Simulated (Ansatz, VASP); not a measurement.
## Two plane-wave programs on TePb

```
CELL_PARAMETERS angstrom
0.00000 3.38940 3.26784
3.38940 0.00000 3.26784
3.38940 3.38940 0.00000
ATOMIC_POSITIONS crystal
Pb 0.00000 0.00000 0.00000
Te 0.50000 0.50000 0.50000
```

Change from the starting cell: biaxial_xy strain +3.7%.

Alike in both runs: task single point; functional PBE; k mesh 8 × 8 × 8; occupations fermi-dirac, width 0.02 eV; no spin polarisation.

|  | VASP | Ansatz |
| --- | --- | --- |
| version | VASP 6.6.1 | Ansatz 0.2.0 |
| potentials or method | VASP PAW PBE potentials, release 64 (Pb_d, Te) | plane waves, PAW |
| plane-wave cutoff (eV) | 520 | 420 |
| valence electrons in the cell | 20 | 30 |

```csv
,VASP,Ansatz,Ansatz less VASP
gap on the k mesh at the Fermi level (eV),0.87,0.87,-0.003
pressure (GPa),-1.8,-1.8,+0.03
largest component of the traceless stress (GPa),1.96,1.96,-0.002
```

The functional is the same, so the differences come from potentials, cutoffs and numerics. The two sets of potentials don't hold the same shells in valence.

Caveats: spin-orbit coupling is left out, which as a rule narrows the gap of such compounds by several tenths of an eV. A k mesh can miss the band edges.
